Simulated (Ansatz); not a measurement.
Working through a comparison of enthalpies under pressure of two structures of Cl

Computed with Ansatz 0.2.0, Python API.

The cells in order, each with its output:

**Cell 1**
```python
import warnings

import ansatz as az
import numpy as np
```

**Cell 2**
```python
FUNCTIONAL = 'pbe'
ECUT = 500
K_SPACING = 0.44
SMEARING = 'fermi_dirac'
WIDTH_EV = 0.01
```

**Cell 3**
```python
def diamond(A, a):
    return (
        az.Lattice.fcc(a)
        .space_group(227, origin_choice=1)
        .atom(A, (0, 0, 0))
        .primitive()
    )
```

**Cell 4**
```python
def hcp(A, a):
    return (
        az.Lattice.from_parameters(a, a, 1.633 * a, alpha=90, beta=90, gamma=120)
        .space_group(194)
        .atom(A, (1 / 3, 2 / 3, 0.25))
    )
```

**Cell 5**
```python
def solve(name, crystal, pressure=0.0):
    calc = (
        crystal.calculation()
        .functional(FUNCTIONAL)
        .basis(ECUT)
        .kpoints(spacing=K_SPACING)
        .occupations(SMEARING, width=WIDTH_EV)
    )
    calc = calc.relax(force_tolerance=0.02, max_steps=40, cell=True, pressure=pressure)
    return calc.run(threads=1, backend='cpu')
```

**Cell 6**
```python
def volume_per_atom(outcome):
    return abs(np.linalg.det(outcome.lattice.cell_ang)) / len(outcome.lattice.sites)
```

**Cell 7**
```python
warnings.simplefilter('ignore')
```

**Cell 8**
```python
phases = {}
phases['diamond'] = diamond('Cl', 6.15)
phases['hcp'] = hcp('Cl', 3.16)
```

**Cell 9**
```python
# enthalpy per atom at each pressure
pressures = [0, 10, 20, 30]
enthalpy, volume = {name: [] for name in phases}, {name: [] for name in phases}
for p in pressures:
    for name, crystal in phases.items():
        o = solve(name, crystal, pressure=p)
        volume[name].append(volume_per_atom(o))
        enthalpy[name].append(o.report['energy_sigma0_ev'] / len(o.lattice.sites) + p * volume[name][-1] / 160.21766)
gap = np.array(enthalpy['hcp']) - np.array(enthalpy['diamond'])
rows = [(p, va, vb, 1000 * d) for p, va, vb, d in zip(pressures, volume['diamond'], volume['hcp'], gap)]
print('   P (GPa)  V diamond (A^3/atom)  V hcp (A^3/atom)  H(hcp) - H(diamond) (meV/atom)')
for row in rows:
    print(f'{row[0]:10d}  {row[1]:20.3f}  {row[2]:16.3f}  {row[3]:+30.1f}')
crossings = [p0 - g0 * (p1 - p0) / (g1 - g0) for p0, p1, g0, g1 in zip(pressures, pressures[1:], gap, gap[1:]) if g0 * g1 < 0]
print('crossing near', [round(float(p), 1) for p in crossings], 'GPa') if crossings else print('no crossing in this range')
```
Output:
```text
   P (GPa)  V diamond (A^3/atom)  V hcp (A^3/atom)  H(hcp) - H(diamond) (meV/atom)
         0                33.429            22.655                          -155.5
        10                25.329            18.018                          -683.8
        20                22.048            16.166                         -1092.2
        30                19.886            14.973                         -1424.8
no crossing in this range
```

Caveats:
- At a fixed pressure a relaxation lowers the enthalpy F + PV, while F alone can rise.
- For the metals among these phases the mesh is modest: differences between phases can be off by up to 40 meV an atom.
- No spin polarisation was allowed.
- Only these two structures are compared, at zero temperature and with their symmetry kept; either may be hypothetical, and another phase may be lower than both. Differences under about 40 meV an atom lie within the error of mesh and functional.
- The cells are prototypes set up for this calculation and needn't exist.
- The whole script took 38 s on 1 thread of Arm Neoverse V1, on a shared host, peak memory 0.38 GiB.
